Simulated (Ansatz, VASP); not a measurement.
# AlIn in two plane-wave programs, part 2 of 2

One calculation is typed for both programs; each brings its own data sets. How far apart do they land? The cell is generated by rule, not measured, and may not be a known phase. The cell is taken from a series of runs on this material, whose earlier steps may have relaxed, scaled, displaced or heated it; both programs get it as it stands.

VASP 6.6.1 and Ansatz 0.2.0.

So far. Step 3 (Ansatz: single point, PBEsol, pair 1): The run ends at a pressure of -2.42 GPa, with forces up to 0.23 eV/Å. Step 5 (VASP: single point, PBEsol, pair 2): The run ends at a pressure of -0.28 GPa, with forces up to 0.15 eV/Å.

The structure was built from a prototype and need not be the compound's stable phase.

### Step 6. Ansatz: single point, PBEsol, pair 2

Level of this step: Ansatz beside VASP: Kohn-Sham DFT, plane waves, PBEsol (Ansatz).

The same cell, functional, mesh and smearing now go to Ansatz, which takes its cutoff from its data sets.

The cell is taken from a series of runs on this material, whose earlier steps may have relaxed, scaled, displaced or heated it; both programs get it as it stands.

Contents of input.yaml:

```yaml
crystal:
  lattice:
    - [0.0, 0.0, -5.7036097157]
    - [5.7036097157, 0.0, 0.0]
    - [2.8518048579, -5.7036097157, -2.8518048579]
  atoms:
    - { symbol: Al, position: [0.4826434566, -0.0173565434, 0.0] }
    - { symbol: Al, position: [0.0173565434, 0.5173565434, 0.0] }
    - { symbol: Al, position: [0.2326434566, 0.2673565434, 0.5] }
    - { symbol: Al, position: [0.7673565434, 0.7326434566, 0.5] }
    - { symbol: In, position: [0.5149048958, 0.4850951042, 0.0] }
    - { symbol: In, position: [-0.0149048958, 0.0149048958, 0.0] }
    - { symbol: In, position: [0.2649048958, 0.7649048958, 0.5] }
    - { symbol: In, position: [0.7350951042, 0.2350951042, 0.5] }
kpoints:
  mp_grid: { grid: [8, 8, 8] }
hamiltonian:
  xc: pbesol
scf:
  occupations: { method: methfessel_paxton, width: 0.2 }
output:
  forces: true
  stress: true
  eigenvalues: true
```

On the command line:

```sh
$ ansatz run input.yaml --threads 4 --pin off --max-ram 7168MiB --backend cpu --events-out ev --progress --plain --runs-dir out
```

Numbers of over 12 decimals in the logs are rounded to 6 here.

The log of the run:

```text
[...]
Crystal: 8 atoms, lattice volume = 185.545 Å³
Basis set: ecut = 420 eV, 3611 PW (Γ), exchange–correlation on 80×80×96 points (8 copies of the dense FFT grid, shifted against one another)
Bands: 40, of which v1, the nominal top of the filled ones, is band 32 counted from 1 (31 counted from 0)
Symmetry: 8 space group operations
[...]
k-points: 59 of 512 (time reversal used)
[...]
k-point 0: bands = [... 28 lower, 5.1805, 5.2885, 5.2916, 7.2833, 7.3508, 7.3508, 10.4849, 10.4860, ... 4 higher]
  k-point 1: bands = [... 28 lower, 4.8321, 5.7752, 5.8844, 7.3477, 7.4254, 7.4254, 10.1229, 10.2483, ... 4 higher]
  k-point 2: bands = [... 28 lower, 6.1319, 6.4244, 6.5299, 7.5496, 7.6462, 7.6462, 9.4418, 9.7012, ... 4 higher]
  k-point 58: bands = [... 28 lower, 8.3163, 8.3547, 8.3733, 8.3733, 10.1986, 10.2127, 10.2127, 10.2217, ... 4 higher]
[key lines of the parts left out:]
SCF converged after 7 iterations
Free energy (F): -24197.545872 eV
Fermi energy:    8.018720 eV
P = ⅓ Tr σ = -0.2690 GPa (-2.690 kbar)
```

The run ends at a pressure of -0.27 GPa, with forces up to 0.15 eV/Å.

### Step 7. Comparison

Compared:

```tsv
quantity	Ansatz	VASP	difference
pressure (GPa)	-0.27	-0.28	+0.01
```

Forces (eV/Å; atoms numbered as in POSCAR):

```tsv
atom	Ansatz x, y, z	VASP x, y, z
Al1	-0.029, -0.028, 0.029	-0.029, -0.028, 0.029
Al2	0.029, -0.028, -0.029	0.029, -0.028, -0.029
Al3	0.029, 0.028, 0.029	0.029, 0.028, 0.029
Al4	-0.029, 0.028, -0.029	-0.029, 0.028, -0.029
In5	-0.102, -0.019, -0.102	-0.102, -0.019, -0.102
In6	0.102, -0.019, 0.102	0.102, -0.019, 0.102
In7	0.102, 0.019, -0.102	0.102, 0.019, -0.102
In8	-0.102, 0.019, 0.102	-0.102, 0.019, 0.102
```

The forces differ by 0.2 meV/Å r.m.s., which is 0.3 % of the r.m.s. force of 0.063 eV/Å (both taken over all components).

### Step 8. VASP: single point, PBEsol, pair 3

A single point gives forces, pressure and levels at one fixed geometry, so differences don't come from the geometry; what else differs is listed under the comparison.

Contents of INCAR:

```
SYSTEM = AlIn
PREC = Accurate
ENCUT = 500
EDIFF = 1E-06
NELM = 120
ISMEAR = 1
SIGMA = 0.2
LREAL = .FALSE.
ALGO = Normal
GGA = PS
NBANDS = 40
LORBIT = 11
LWAVE = .FALSE.
LCHARG = .FALSE.
ISIF = 2
LASPH = .TRUE.
GGA_COMPAT = .FALSE.
KPAR = 2
```

Contents of POSCAR:

```
AlIn
1.0
    0.0000000000      0.0000000000     -5.7036097157
    5.7036097157      0.0000000000      0.0000000000
    2.8518048579     -5.7036097157     -2.8518048579
Al In
4 4
Direct
    0.4727254319      0.9727254319      0.0000000000
    0.0272745681      0.5272745681      0.0000000000
    0.2227254319      0.2772745681      0.5000000000
    0.7772745681      0.7227254319      0.5000000000
    0.5234219791      0.4765780209      0.0000000000
    0.9765780209      0.0234219791      0.0000000000
    0.2734219791      0.7734219791      0.5000000000
    0.7265780209      0.2265780209      0.5000000000
```

Contents of KPOINTS:

```
Automatic mesh
0
Gamma
8 8 8
0 0 0
```

PAW data sets: Al and In_d (PBE family, release 64).

On the command line:

```sh
$ mpirun -np 2 vasp_std
```

The log of the run:

```text
[... set-up lines as in an earlier step ...]
 entering main loop
       N       E                     dE             d eps       ncg     rms          rms(c)
DAV:   1     0.551848938760E+03    0.55185E+03   -0.27445E+04  4720   0.180E+03
DAV:   2     0.285879743062E+02   -0.52326E+03   -0.51077E+03  4736   0.453E+02
DAV:   3    -0.243043147515E+02   -0.52892E+02   -0.51041E+02  5656   0.166E+02
DAV:   4    -0.263130059152E+02   -0.20087E+01   -0.19987E+01  5712   0.347E+01
[...]
DAV:  10    -0.260982060144E+02   -0.21387E-05   -0.13090E-04  7432   0.922E-02    0.210E-02
DAV:  11    -0.260982087627E+02   -0.27483E-05   -0.51505E-06  5152   0.147E-02    0.138E-02
DAV:  12    -0.260982087307E+02    0.31958E-07   -0.53922E-07  3176   0.745E-03
   1 F= -.26098209E+02 E0= -.26098757E+02  d E =0.164425E-02
```

Parts of OUTCAR (step 8):

```text
  Total       -0.5780898     -0.7807327     -0.5780898      0.0000000     -0.0000000      0.0000000
  in kB       -4.9917918     -6.7416089     -4.9917918      0.0000000     -0.0000000      0.0000000
  external PRESSURE =      -5.5750642 kB  Pullay stress =       0.0000000 kB

 POSITION                                       TOTAL-FORCE (eV/Angst)
 -----------------------------------------------------------------------------------
      5.54805      0.00000     -2.69624        -0.042596     -0.065629      0.042596
      3.00737      0.00000     -0.15556         0.042596     -0.065629     -0.042596
      3.00737     -2.85180     -2.69624         0.042596      0.065629      0.042596
      5.54805     -2.85180     -5.85917        -0.042596      0.065629     -0.042596
      2.71822      0.00000     -2.98539        -0.142182     -0.044817     -0.142182
      0.13359      0.00000     -5.57002         0.142182     -0.044817      0.142182
      5.83720     -2.85180     -2.98539         0.142182      0.044817     -0.142182
      2.71822     -2.85180     -5.57002        -0.142182      0.044817      0.142182
 -----------------------------------------------------------------------------------
    total drift:                               -0.000000      0.000000      0.000000

  FREE ENERGIE OF THE ION-ELECTRON SYSTEM (eV)
  ---------------------------------------------------
  free  energy   TOTEN  =       -26.0982087307 eV

  energy  without entropy=      -26.0998529821  energy(sigma->0) =      -26.09875681

[... 2 parts as in an earlier step ...]

[... 1 further part left out ...]
[key lines of the parts left out:]
E-fermi :   6.5292
```

The run ends at a pressure of -0.56 GPa, with forces up to 0.21 eV/Å.

### Step 9. Ansatz: single point, PBEsol, pair 3

The same cell, functional, mesh and smearing now go to Ansatz, which takes its cutoff from its data sets.

The cell is taken from a series of runs on this material, whose earlier steps may have relaxed, scaled, displaced or heated it; both programs get it as it stands.

input.yaml, the sections that differ from step 6:

```yaml
crystal:
  lattice:
    - [0.0, 0.0, -5.7036097157]
    - [5.7036097157, 0.0, 0.0]
    - [2.8518048579, -5.7036097157, -2.8518048579]
  atoms:
    - { symbol: Al, position: [0.4727254319, -0.0272745681, 0.0] }
    - { symbol: Al, position: [0.0272745681, 0.5272745681, 0.0] }
    - { symbol: Al, position: [0.2227254319, 0.2772745681, 0.5] }
    - { symbol: Al, position: [0.7772745681, 0.7227254319, 0.5] }
    - { symbol: In, position: [0.5234219791, 0.4765780209, 0.0] }
    - { symbol: In, position: [-0.0234219791, 0.0234219791, 0.0] }
    - { symbol: In, position: [0.2734219791, 0.7734219791, 0.5] }
    - { symbol: In, position: [0.7265780209, 0.2265780209, 0.5] }
# kpoints, hamiltonian, scf, output: as in step 6
```

On the command line:

```sh
$ ansatz run input.yaml --threads 4 --pin off --max-ram 7168MiB --backend cpu --events-out ev --progress --plain --runs-dir out
```

The log of the run:

```text
[...]
Crystal: 8 atoms, lattice volume = 185.545 Å³
Basis set: ecut = 420 eV, 3611 PW (Γ), exchange–correlation on 80×80×96 points (8 copies of the dense FFT grid, shifted against one another)
Bands: 40, of which v1, the nominal top of the filled ones, is band 32 counted from 1 (31 counted from 0)
Symmetry: 8 space group operations
[...]
k-points: 59 of 512 (time reversal used)
[...]
k-point 0: bands = [... 28 lower, 5.0882, 5.3547, 5.3623, 7.2890, 7.4013, 7.4013, 10.5640, 10.5640, ... 4 higher]
  k-point 1: bands = [... 28 lower, 4.8654, 5.6842, 5.9535, 7.3536, 7.4753, 7.4753, 10.1826, 10.3202, ... 4 higher]
  k-point 2: bands = [... 28 lower, 6.1382, 6.3412, 6.6007, 7.5556, 7.6939, 7.6939, 9.4805, 9.7612, ... 4 higher]
  k-point 58: bands = [... 28 lower, 8.2897, 8.3474, 8.4129, 8.4129, 10.2277, 10.2528, 10.2528, 10.2661, ... 4 higher]
[key lines of the parts left out:]
SCF converged after 7 iterations
Free energy (F): -24197.610077 eV
Fermi energy:    8.038122 eV
P = ⅓ Tr σ = -0.5531 GPa (-5.531 kbar)
```

The run ends at a pressure of -0.55 GPa, with forces up to 0.21 eV/Å.

### Step 10. Comparison

The two programs side by side:

```tsv
quantity	Ansatz	VASP	difference
pressure (GPa)	-0.55	-0.56	0.00
```

Forces (eV/Å; atoms numbered as in POSCAR):

```tsv
atom	Ansatz x, y, z	VASP x, y, z
Al1	-0.042, -0.066, 0.042	-0.043, -0.066, 0.043
Al2	0.042, -0.066, -0.042	0.043, -0.066, -0.043
Al3	0.042, 0.066, 0.042	0.043, 0.066, 0.043
Al4	-0.042, 0.066, -0.042	-0.043, 0.066, -0.043
In5	-0.142, -0.045, -0.142	-0.142, -0.045, -0.142
In6	0.142, -0.045, 0.142	0.142, -0.045, 0.142
In7	0.142, 0.045, -0.142	0.142, 0.045, -0.142
In8	-0.142, 0.045, 0.142	-0.142, 0.045, 0.142
```

The forces differ by 0.3 meV/Å r.m.s., which is 0.3 % of the r.m.s. force of 0.092 eV/Å (both taken over all components).

### Step 11. Outcome

```
r.m.s. force difference (single point, PBEsol, pair 1) : 0.59 meV/Å
r.m.s. force difference (single point, PBEsol, pair 2) : 0.19 meV/Å
r.m.s. force difference (single point, PBEsol, pair 3) : 0.32 meV/Å
```

**Reading.** The r.m.s. force difference is 0.59 meV/Å (single point, PBEsol, pair 1), within the 12 meV/Å picked in this series as the mark of a large difference. 4 further runs of this series are not shown here. Such differences can come from data sets, numerical settings and the points named under the comparisons, not from the functional's error against experiment.

[Lines on the potential files, build, host, timing and source positions are cut from VASP's logs without a mark.]

[Logs are printed without paths, hosts, clocks, repeated set-up lines and the standing remarks that a program may print on its own settings, such as how far it seeks lower states.]

[Hosts, paths, dates, database ids (printed as entryN), source tags and the programs' standing remarks are cut or masked in the printed files.]
